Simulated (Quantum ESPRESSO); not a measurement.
Crystal: PbSe (Clausthalite).

```xyz
2
Lattice="0.0000 3.0606 3.0606 3.0606 0.0000 3.0606 3.0606 3.0606 0.0000" Properties=species:S:1:pos:R:3 pbc="T T T"
Pb    0.0000    0.0000    0.0000
Se    3.0606    3.0606    3.0606
```

```yaml
Program: Quantum ESPRESSO 7.5
Task: phonons
Functional: AM05
Potentials_or_basis: GBRV 1.5 PBE
Cutoff: 612 eV
Density_cutoff: 4898 eV
k_mesh: 6 × 6 × 6, shifted
Occupations: fermi-dirac, width 0.05 eV
Spin: no spin polarisation
Mixing_beta: 0.5
Most_SCF_iterations: 120
SCF_threshold: 4e-10 Ry
```

The cell and the atoms were relaxed first, to 28.66 Å³/atom (a = 4.328 Å, b = 4.328 Å, c = 4.328 Å, α = 60.00°, β = 60.00°, γ = 60.00°), and the response was taken there.

The first run showed a gap, so the response started from a second, tighter run with fixed occupations.

Q: How polar is the lattice: what are the Born charges, the two dielectric constants and the LO-TO splitting?

A: Born charges ±4.96 e; dielectric constants 21.57 (electrons alone) and 248.08 (static); transverse and longitudinal modes at 40 and 137 cm⁻¹.

Caveat: the potentials were made for another functional, which shifts forces and pressure.
